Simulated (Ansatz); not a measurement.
Planning a run of Ansatz 0.2.0 on GaAs (F-43m). The input:

```yaml
crystal:
  lattice:
    - [0.0, 2.82685, 2.82685]
    - [2.82685, 0.0, 2.82685]
    - [2.82685, 2.82685, 0.0]
  atoms:
    - { symbol: Ga, position: [0.0, 0.0, 0.0] }
    - { symbol: As, position: [0.25, 0.25, 0.25] }
kpoints:
  mp_grid: { grid: [4, 4, 4] }
hamiltonian:
  xc: pbe
  pseudopotentials: { kind: paw, source: jth }
scf:
  occupations: { method: fixed }
gw:
  n_empty_bands: 102
  ecut_chi: 100
  qp_bands: [v2, c2]
  qp_kpoints: band_edges
  screening: { model: contour_deformation }
```

```sh
ansatz run input.yaml --threads 3 --pin off --max-ram 92160MiB --backend cuda --events-out ev --progress --plain --runs-dir out --devices 1 --max-vram 13GiB
```

Question: Estimate wall time and host memory on 1 × NVIDIA H100 80GB HBM3 (shared by 6 runs) with 3 threads of AMD EPYC 7R13 (Zen 3), shared host.

It took 22 s; on shared hardware allow 11 s to 44 s. Peak host memory was 1.6 GiB. The sizes that set the cost: 22219 plane waves a state, 8 irreducible k points, 116 bands summed, 113 plane waves in the screening and 7 SCF cycles.

The screening grows as filled bands × empty bands × pairs of k points, times the square of the screening basis for the matrix.

[Paths, hosts, dates, memory and timing lines, banners, echoed tables and standing remarks are left out of the program output.]

[Logs are printed without paths, hosts, clocks, repeated set-up lines and the standing remarks that a program may print on its own settings, such as how far it seeks lower states.]

[Runs of the session that timed out or met a known fault of the program may be left out.]

[Cells called generated may have been cut or substituted from an entry of the Crystallography Open Database or the Materials Project.]

[Hosts, paths, dates, database ids (printed as entryN), source tags and the programs' standing remarks are cut or masked in the printed files.]
